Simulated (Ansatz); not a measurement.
# MnO2 (P-3m1) in Ansatz: further runs, part 2 of 2

Ansatz 0.2.0. The steps go on from the part before.

**3. Single point, LDA, collinear spin, ferromagnetic start, 10.19 Å³/atom (volume scaled by 0.94)**

input.yaml reads:

```yaml
crystal:
  lattice:
    - [2.798264304, 0.0, 0.0]
    - [-1.399132152, 2.4233679738, 0.0]
    - [0.0, 0.0, 4.5074421091]
  atoms:
    - { symbol: Mn, position: [0.0, 0.0, 0.5], spin: 4.0 }
    - { symbol: O, position: [0.3333333333, 0.6666666667, 0.70629257] }
    - { symbol: O, position: [0.6666666667, 0.3333333333, 0.29370743] }
hamiltonian:
  xc: lda
  pseudopotentials: { kind: paw }
magnetization:
  spin_polarized: true
kpoints:
  mp_grid: { grid: [11, 11, 6] }
scf:
  occupations: { method: fermi_dirac, width: 0.05 }
output:
  forces: true
  stress: true
  eigenvalues: true
  write_density: true
  write_potential: true
  elf: true
  volumetric_format: npy
```

Potentials or basis: Ansatz PAW.

Run with:

```bash
ansatz run input.yaml --threads 2 --pin off --max-ram 5632MiB --backend cpu --events-out ev --progress --plain --runs-dir out
```

Wall time 4.3 s (2 threads of Arm Neoverse V2, shared host); peak memory 0.36 GiB.

It converged, with:

| Item | Value |
| --- | --- |
| Free energy | -4951.4803 eV |
| Pressure | 4.3 GPa |
| Largest force | 0.388 eV/Å |
| Band gap on the k mesh | 0.20 eV, indirect (least direct gap 0.23 eV) |
| Net moment | 3.00 μB per cell |
| Absolute moment | 3.01 μB per cell |
| Site moments | Mn +2.40; O +0.09 μB |

Caveat: odd divisions of the mesh miss points on the zone boundary, where band edges often lie, so the gap on the mesh can be too wide; the pressure holds a Pulay correction of +1.1 GPa for the finite cutoff; a cell with one magnetic atom can't hold antiferromagnetic order, which such compounds often take; the PAW data sets come from PBE, with cores solved anew for the run's functional, which leaves a small shift of forces and pressure.

**4. Single point, LDA, collinear spin, ferromagnetic start, 10.41 Å³/atom (volume scaled by 0.96)**

Changes to input.yaml since step 3:

```diff
@@ -2,5 +2,5 @@
   lattice:
-    - [2.798264304, 0.0, 0.0]
-    - [-1.399132152, 2.4233679738, 0.0]
-    - [0.0, 0.0, 4.5074421091]
+    - [2.8179710399, 0.0, 0.0]
+    - [-1.40898552, 2.4404345078, 0.0]
+    - [0.0, 0.0, 4.539185705]
   atoms:
```

Run with:

```bash
ansatz run input.yaml --threads 2 --pin off --max-ram 5632MiB --backend cpu --events-out ev --progress --plain --runs-dir out
```

It took 4.4 s on 2 threads of Arm Neoverse V2, shared host; peak memory 0.36 GiB.

The run converged. Its results:

| Quantity | Value |
| --- | --- |
| Free energy | -4951.4877 eV |
| Pressure | -0.6 GPa |
| Largest force | 0.048 eV/Å |
| Band gap on the k mesh | 0.29 eV, indirect (least direct gap 0.32 eV) |
| Net moment | 3.00 μB per cell |
| Absolute moment | 3.01 μB per cell |
| Site moments | Mn +2.42; O +0.08 μB |

Caveat: odd divisions of the mesh miss points on the zone boundary, where band edges often lie, so the gap on the mesh can be too wide; the pressure holds a Pulay correction of +1.1 GPa for the finite cutoff; a cell with one magnetic atom can't hold antiferromagnetic order, which such compounds often take; the PAW data sets come from PBE, with cores solved anew for the run's functional, which leaves a small shift of forces and pressure.

**5. Single point, LDA, collinear spin, ferromagnetic start, 10.62 Å³/atom (volume scaled by 0.98)**

Changes to input.yaml since step 4:

```diff
@@ -2,5 +2,5 @@
   lattice:
-    - [2.8179710399, 0.0, 0.0]
-    - [-1.40898552, 2.4404345078, 0.0]
-    - [0.0, 0.0, 4.539185705]
+    - [2.8374059371, 0.0, 0.0]
+    - [-1.4187029685, 2.4572656224, 0.0]
+    - [0.0, 0.0, 4.5704914233]
   atoms:
@@ -22,5 +22 @@
   eigenvalues: true
-  write_density: true
-  write_potential: true
-  elf: true
-  volumetric_format: npy
```

Run with:

```bash
ansatz run input.yaml --threads 2 --pin off --max-ram 5632MiB --backend cpu --events-out ev --progress --plain --runs-dir out
```

It took 3.6 s on 2 threads of Arm Neoverse V2, shared host; peak memory 0.36 GiB.

It converged, with:

```
Free energy            : -4951.4763 eV
Pressure               : -5.0 GPa
Largest force          : 0.265 eV/Å
Band gap on the k mesh : 0.37 eV, indirect (least direct gap 0.40 eV)
Net moment             : 3.00 μB per cell
Absolute moment        : 3.02 μB per cell
Site moments           : Mn +2.45; O +0.07 μB
```

Caveat: odd divisions of the mesh miss points on the zone boundary, where band edges often lie, so the gap on the mesh can be too wide; the pressure holds a Pulay correction of +1.1 GPa for the finite cutoff; a cell with one magnetic atom can't hold antiferromagnetic order, which such compounds often take; the PAW data sets come from PBE, with cores solved anew for the run's functional, which leaves a small shift of forces and pressure.

**6. Single point, LDA, collinear spin, ferromagnetic start, 10.84 Å³/atom**

Changes to input.yaml since step 5:

```diff
@@ -2,5 +2,5 @@
   lattice:
-    - [2.8374059371, 0.0, 0.0]
-    - [-1.4187029685, 2.4572656224, 0.0]
-    - [0.0, 0.0, 4.5704914233]
+    - [2.8565781804, 0.0, 0.0]
+    - [-1.4282890902, 2.4738692722, 0.0]
+    - [0.0, 0.0, 4.6013740589]
   atoms:
@@ -22 +22,5 @@
   eigenvalues: true
+  write_density: true
+  write_potential: true
+  elf: true
+  volumetric_format: npy
```

Potentials or basis: Ansatz PAW.

Run with:

```bash
ansatz run input.yaml --threads 2 --pin off --max-ram 5632MiB --backend cpu --events-out ev --progress --plain --runs-dir out
```

It took 4.5 s on 2 threads of Arm Neoverse V2, shared host; peak memory 0.37 GiB.

The run converged. Its results:

```yaml
Free_energy: -4951.4481 eV
Pressure: -8.9 GPa
Largest_force: 0.553 eV/Å
Band_gap_on_the_k_mesh: 0.44 eV, indirect (least direct gap 0.49 eV)
Net_moment: 3.00 μB per cell
Absolute_moment: 3.02 μB per cell
Site_moments: Mn +2.47; O +0.06 μB
```

Caveat: odd divisions of the mesh miss points on the zone boundary, where band edges often lie, so the gap on the mesh can be too wide; the pressure holds a Pulay correction of +1.1 GPa for the finite cutoff; a cell with one magnetic atom can't hold antiferromagnetic order, which such compounds often take; the PAW data sets come from PBE, with cores solved anew for the run's functional, which leaves a small shift of forces and pressure.

**7. Single point, LDA, collinear spin, ferromagnetic start, 11.06 Å³/atom (volume scaled by 1.02)**

Changes to input.yaml since step 6:

```diff
@@ -2,5 +2,5 @@
   lattice:
-    - [2.8565781804, 0.0, 0.0]
-    - [-1.4282890902, 2.4738692722, 0.0]
-    - [0.0, 0.0, 4.6013740589]
+    - [2.875496468, 0.0, 0.0]
+    - [-1.437748234, 2.4902529899, 0.0]
+    - [0.0, 0.0, 4.6318476229]
   atoms:
@@ -22,5 +22 @@
   eigenvalues: true
-  write_density: true
-  write_potential: true
-  elf: true
-  volumetric_format: npy
```

Run with:

```bash
ansatz run input.yaml --threads 2 --pin off --max-ram 5632MiB --backend cpu --events-out ev --progress --plain --runs-dir out
```

Run time: 3.8 s. Hardware: 2 threads of Arm Neoverse V2, shared host; peak memory 0.36 GiB.

It converged, with:

- Free energy: -4951.4051 eV
- Pressure: -12.3 GPa
- Largest force: 0.817 eV/Å
- Band gap on the k mesh: 0.52 eV, indirect (least direct gap 0.56 eV)
- Net moment: 3.00 μB per cell
- Absolute moment: 3.03 μB per cell
- Site moments: Mn +2.50; O +0.05 μB

Caveat: odd divisions of the mesh miss points on the zone boundary, where band edges often lie, so the gap on the mesh can be too wide; the pressure holds a Pulay correction of +1.0 GPa for the finite cutoff; a cell with one magnetic atom can't hold antiferromagnetic order, which such compounds often take; the PAW data sets come from PBE, with cores solved anew for the run's functional, which leaves a small shift of forces and pressure.

**8. Single point, LDA, collinear spin, ferromagnetic start, 11.27 Å³/atom (volume scaled by 1.04)**

Changes to input.yaml since step 7:

```diff
@@ -2,5 +2,5 @@
   lattice:
-    - [2.875496468, 0.0, 0.0]
-    - [-1.437748234, 2.4902529899, 0.0]
-    - [0.0, 0.0, 4.6318476229]
+    - [2.8941690462, 0.0, 0.0]
+    - [-1.4470845231, 2.506423917, 0.0]
+    - [0.0, 0.0, 4.6619253983]
   atoms:
```

Run with:

```bash
ansatz run input.yaml --threads 2 --pin off --max-ram 5632MiB --backend cpu --events-out ev --progress --plain --runs-dir out
```

It took 3.9 s on 2 threads of Arm Neoverse V2, shared host; peak memory 0.36 GiB.

It converged, with:

```
Free energy            : -4951.3486 eV
Pressure               : -15.4 GPa
Largest force          : 1.061 eV/Å
Band gap on the k mesh : 0.59 eV, indirect (least direct gap 0.64 eV)
Net moment             : 3.00 μB per cell
Absolute moment        : 3.04 μB per cell
Site moments           : Mn +2.52; O +0.04 μB
```

Caveat: odd divisions of the mesh miss points on the zone boundary, where band edges often lie, so the gap on the mesh can be too wide; the pressure holds a Pulay correction of +1.0 GPa for the finite cutoff; a cell with one magnetic atom can't hold antiferromagnetic order, which such compounds often take; the PAW data sets come from PBE, with cores solved anew for the run's functional, which leaves a small shift of forces and pressure; forces of over 1 eV/Å show positions far from the minimum, so gaps and moduli don't describe the material at rest.

**9. Single point, LDA, collinear spin, ferromagnetic start, 11.49 Å³/atom (volume scaled by 1.06)**

Changes to input.yaml since step 8:

```diff
@@ -2,5 +2,5 @@
   lattice:
-    - [2.8941690462, 0.0, 0.0]
-    - [-1.4470845231, 2.506423917, 0.0]
-    - [0.0, 0.0, 4.6619253983]
+    - [2.912603741, 0.0, 0.0]
+    - [-1.4563018705, 2.5223888309, 0.0]
+    - [0.0, 0.0, 4.6916199912]
   atoms:
```

Potentials or basis: Ansatz PAW.

Run with:

```bash
ansatz run input.yaml --threads 2 --pin off --max-ram 5632MiB --backend cpu --events-out ev --progress --plain --runs-dir out
```

Run time: 4.3 s. Hardware: 2 threads of Arm Neoverse V2, shared host; peak memory 0.36 GiB.

It converged, with:

```
Free energy            : -4951.2803 eV
Pressure               : -18.2 GPa
Largest force          : 1.284 eV/Å
Band gap on the k mesh : 0.65 eV, indirect (least direct gap 0.71 eV)
Net moment             : 3.00 μB per cell
Absolute moment        : 3.06 μB per cell
Site moments           : Mn +2.54; O +0.03 μB
```

Caveat: odd divisions of the mesh miss points on the zone boundary, where band edges often lie, so the gap on the mesh can be too wide; the pressure holds a Pulay correction of +1.0 GPa for the finite cutoff; a cell with one magnetic atom can't hold antiferromagnetic order, which such compounds often take; the PAW data sets come from PBE, with cores solved anew for the run's functional, which leaves a small shift of forces and pressure; forces of over 1 eV/Å show positions far from the minimum, so gaps and moduli don't describe the material at rest.

**10. Equation of state, LDA, collinear spin, ferromagnetic start**

This step only gathers the single runs of the series.

Results:

```yaml
Equilibrium_volume: 10.38 Å³/atom
Bulk_modulus_at_fixed_shape_and_positions: 225 GPa
Pressure_derivative_of_the_bulk_modulus: 4.5
```

Energy against volume, from the lowest point:
| volume (Å³/atom) | energy (meV/atom) |
| --- | --- |
| 10.189 | 2.47 |
| 10.405 | 0.00 |
| 10.622 | 3.81 |
| 10.839 | 13.20 |
| 11.056 | 27.56 |
| 11.273 | 46.39 |
| 11.489 | 69.15 |

Caveat: the cell was scaled at fixed shape and fractional positions, which overstates the stiffness of a crystal with free parameters, most of all of layers and chains.
